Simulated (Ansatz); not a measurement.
## GaN under changes of volume

One of the cells (11.310 Å³/atom); the others are scaled copies at fixed shape and fractional positions:

```
Ga N
1.0
     3.18000    0.00000    0.00000
    -1.59000    2.75396    0.00000
     0.00000    0.00000    5.16600
Ga N
2 2
Cartesian
  1.5900 0.9180 2.5830
  0.0000 1.8360 0.0000
  1.5900 0.9180 4.5203
  0.0000 1.8360 1.9373
```

```yaml
Program: Ansatz 0.2.0
Functional: RPBE
Dispersion: D4
Potentials_or_basis: Ansatz PAW
Cutoff: "420 eV (not typed: the program's choice for these potentials)"
k_mesh: 10 × 10 × 5
Occupations: fermi-dirac, width 0.05 eV
Spin: no spin polarisation
```

| volume (Å³/atom) | energy over the lowest point (meV/atom) | pressure (GPa) | gap on the mesh (eV) | largest force (eV/Å) |
| --- | --- | --- | --- | --- |
| 10.632 | 21.08 | 11.7 | 2.42 | 0.147 |
| 10.858 | 7.94 | 7.0 | 2.28 | 0.141 |
| 11.084 | 1.14 | 2.7 | 2.14 | 0.136 |
| 11.310 | 0.00 | -1.1 | 2.01 | 0.130 |
| 11.537 | 4.00 | -4.5 | 1.88 | 0.125 |
| 11.763 | ? | ? | ? | ? |
| 11.989 | 25.22 | -10.3 | 1.62 | 0.116 |

**Question.** What does the run at 11.763 Å³/atom give?

**Answer.** Energy over the lowest point 12.56 meV/atom; pressure -7.6 GPa; gap on the mesh 1.75 eV; largest force 0.121 eV/Å.

Worked out: A Birch-Murnaghan fit of order 3 (a polynomial in V^(-2/3)) to the other rows has its minimum at 11.24 Å³/atom with B0 = V·E''(V) = 185 GPa and B' = 4.4 at fixed shape and positions, which overstates the stiffness. It gives 12.56 meV/atom at 11.763 Å³/atom, against the run's 12.56, and -dE/dV = -7.6 GPa, against -7.6. A straight line through the other rows of the gap, of slope -6.64 eV per unit of ln V (its deformation potential), gives 1.75 eV, against the run's 1.75.

Energies are extrapolated to zero smearing.

Caveats: odd divisions of the mesh miss points on the zone boundary, where band edges often lie, so the gap on the mesh can be too wide; the PAW data sets come from PBE, with cores solved anew for the run's functional, which leaves a small shift of forces and pressure.

Spin-orbit coupling on Ga is left out.
